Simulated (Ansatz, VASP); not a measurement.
# GaN: VASP beside Ansatz

Contents of INCAR:

```
SYSTEM = GaN
PREC = Accurate ; ENCUT = 520
EDIFF = 1E-6 ; ISMEAR = -1
SIGMA = 0.05 ; LREAL = .FALSE.
LASPH = .TRUE. ; NELM = 60
ALGO = Normal ; ISIF = 2
LWAVE = .FALSE. ; LCHARG = .TRUE.
LELF = .TRUE. ; LVHAR = .TRUE.
NBANDS = 16
```

File KPOINTS:

```
Automatic mesh
0
G
  11 11 11
  0 0 0
```

POSCAR

```
GaN
1.0
    0.0000000000      2.1633334196      2.1633334196
    2.1633334196      0.0000000000      2.1633334196
    2.1633334196      2.1633334196      0.0000000000
Ga N
1 1
Direct
    0.0000000000      0.0000000000      0.0000000000
    0.5000000000      0.5000000000      0.5000000000
```

Contents of input.yaml:

```yaml
crystal:
  lattice:
    - [0.0, 2.1633334196, 2.1633334196]
    - [2.1633334196, 0.0, 2.1633334196]
    - [2.1633334196, 2.1633334196, 0.0]
  atoms:
    - { symbol: Ga, position: [0.0, 0.0, 0.0] }
    - { symbol: "N", position: [0.5, 0.5, 0.5] }
hamiltonian:
  xc: lda
  pseudopotentials: { kind: paw }
kpoints:
  mp_grid: { grid: [11, 11, 11] }
scf:
  occupations: { method: fermi_dirac, width: 0.05 }
output:
  forces: true
  stress: true
  eigenvalues: true
```

Measurements of this composition are mostly on another form, of space group No. 186.

Alike in both runs: task single point; functional LDA; k mesh 11 × 11 × 11; occupations fermi-dirac, width 0.05 eV; no spin polarisation.

|  | VASP | Ansatz |
| --- | --- | --- |
| version | VASP 6.6.1 | Ansatz 0.2.0 |
| potentials or method | VASP PAW LDA potentials, release 64 (Ga_d, N) | Ansatz PAW |
| plane-wave cutoff (eV) | 520 | 420 |
| valence electrons in the cell | 18 | 18 |

```csv
,VASP,Ansatz,Ansatz less VASP
gap on the k mesh at the Fermi level (eV),0.14,0.12,-0.019
least direct gap on the mesh (eV),1.98,1.96,-0.025
pressure (GPa),-19.0,-20.0,-0.95
```

Caveats: so large a pressure means that the cell lies far from this level's equilibrium, or that cutoff or potentials fall short (VASP); an odd mesh through Γ misses points on the zone boundary, where band edges often lie (VASP); odd divisions of the mesh miss points on the zone boundary, where band edges often lie, so the gap on the mesh can be too wide (Ansatz); the pressure holds a Pulay correction of +0.7 GPa for the finite cutoff (Ansatz); the PAW data sets come from PBE, with cores solved anew for the run's functional, which leaves a small shift of forces and pressure (Ansatz).
